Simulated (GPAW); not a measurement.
Crystal: Ni.

```
CELL_PARAMETERS angstrom
0.00000 1.73757 1.73757
1.73757 0.00000 1.73757
1.73757 1.73757 0.00000
ATOMIC_POSITIONS crystal
Ni 0.00000 0.00000 0.00000
```

Base run:

```yaml
Program: GPAW 26.7.0
Functional: PBEsol
Potentials_or_basis: PAW data sets generated in the run's folder for this functional
Cutoff: 600 eV
Basis: pw
k_mesh: 13 × 13 × 13
Occupations: fermi-dirac, width 0.05 eV
Spin: collinear spin, ferromagnetic start
Starting_moments: "[1.0] μB"
Hubbard_terms: Ni d U = 1 eV
```

Its results: pressure -0.7 GPa; net moment 0.64 μB per cell; site moments Ni +0.69 μB.

Q: The run is repeated on the same cell with these changes: hubbard terms from Ni d U = 1 eV to none. What comes out?

A: Pressure 0.6 GPa; net moment 0.63 μB per cell; site moments Ni +0.66 μB.

Caveats: the stock nickel data set gives pressures a few GPa off other programs; the U is typed as a test and isn't derived for this compound (some runs).
